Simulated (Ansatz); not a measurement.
Bi in Ansatz: the effect of functional

Bi:

```
Bi
1.0
     3.46518   -3.11155    0.00000
     3.46518    3.11155    0.00000
    -1.25178    0.00000    3.09265
Bi
2
Cartesian
  4.1457 0.0000 2.6516
  1.5329 0.0000 0.4411
```

This isn't the form of Bi at room conditions, which is rhombohedral.

The cell isn't the ideal one: volume scaled by 0.98.

Alike in all runs:

* Program: Ansatz 0.2.0
* Task: single point
* Potentials or basis: Ansatz PAW
* k mesh: 6 × 6 × 9
* Occupations: fermi-dirac, width 0.05 eV
* Spin: no spin polarisation

| functional | cutoff | pressure (GPa) | largest force (eV/Å) |
| --- | --- | --- | --- |
| LDA | 420 eV (not typed: the program's choice for these potentials) | -2.8 | 0.06 |
| PBEsol | 420 eV (not typed: the program's choice for these potentials) | ? | ? |
| r2SCAN | 500 eV (not typed: the program's choice for these potentials) | 0.2 | 0.12 |

Question: What does the run with functional PBEsol give?

Answer: Pressure -1.5 GPa; largest force 0.03 eV/Å.

Caveats: the PAW data sets come from PBE, with cores solved anew for the run's functional, which leaves a small shift of forces and pressure.
